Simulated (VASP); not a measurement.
Write the native input for VASP 6.6.1 that does the following.

```yaml
Task: single point
Functional: PBE
Potentials_or_basis: VASP PAW PBE potentials, release 64 (C)
Cutoff: 520 eV
k_mesh: 12 × 12 × 4
Occupations: fermi-dirac, width 0.05 eV
Spin: no spin polarisation
Further_INCAR_settings: ALGO = Normal; EDIFF = 1e-07; NBANDS = 16
```

The structure of C lies in POSCAR:

```
C
1.0
    1.2280479700     -2.1270618200      0.0000000000
    1.2280479700      2.1270618200      0.0000000000
    0.0000000000      0.0000000000      7.1732677600
C
4
Direct
    0.2168838300      0.0152197500      0.7761076700
    0.5388780000      0.3837541400      0.2392057100
    0.8721190800      0.0505130600      0.2392057100
    0.3721190800      0.5505130600      0.7454809100
```

The cell isn't the ideal one: atom 1 moved 0.45 Å.

One way to write it, as run:

INCAR

```
SYSTEM = C
PREC = Accurate
ENCUT = 520
EDIFF = 1E-7
ISMEAR = -1
SIGMA = 0.05
LREAL = .False.
LASPH = .True.
NELM = 80
ALGO = Normal
ISIF = 2
LWAVE = .False.
LCHARG = .False.
GGA = PE
NBANDS = 16
```

KPOINTS

```
Automatic mesh
0
Gamma
  12 12 4
  0 0 0
```

Potentials or basis: VASP PAW PBE potentials, release 64 (C).

The run is started by

```console
$ cat potpaw_PBE.64/C/POTCAR > POTCAR
$ mpirun -np 1 vasp_std > vasp.out
```

Results of the run:

| Item | Value |
| --- | --- |
| Pressure | 23.5 GPa |
| Largest force | 13.109 eV/Å |
| Band gap on the k mesh | none (metal or under the smearing width) |

Caveat: so large a pressure means that the cell lies far from this level's equilibrium, or that cutoff or potentials fall short; forces of over 1 eV/Å show positions far from the minimum, so gaps and moduli don't describe the material at rest.

Run time: 2.1 min on 1 thread of Intel(R) Xeon(R) Platinum 8259CL CPU @ 2.50GHz (Skylake/Cascade Lake), on a shared host, peak memory 0.23 GiB.
